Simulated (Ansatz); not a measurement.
The system is CdF2.

```xyz
3
Lattice="0.0000 2.6940 2.6940 2.6940 0.0000 2.6940 2.6940 2.6940 0.0000" Properties=species:S:1:pos:R:3 pbc="T T T"
Cd    0.0000    0.0000    0.0000
F     4.0410    4.0410    4.0410
F     1.3470    1.3470    1.3470
```

Base run:

* Program: Ansatz 0.2.0
* Functional: PBE
* Potentials or basis: Ansatz PAW
* Cutoff: 420 eV (not typed: the program's choice for these potentials)
* k mesh: 9 × 9 × 9
* Occupations: gaussian, width 0.05 eV
* Spin: no spin polarisation

Its results: band gap on the k mesh 3.13 eV, indirect (least direct gap 3.60 eV).

Q: After a change of settings the same cell gave: band gap on the k mesh 2.96 eV, indirect (least direct gap 3.42 eV). Which change was it?
A. functional from PBE to RPBE; dispersion from none to D3(BJ)
B. functional from PBE to PBEsol; occupations from gaussian, width 0.05 eV to fixed
C. occupations from gaussian, width 0.05 eV to gaussian, width 0.011 eV

A: B.

Caveats: odd divisions of the mesh miss points on the zone boundary, where band edges often lie, so the gap on the mesh can be too wide.
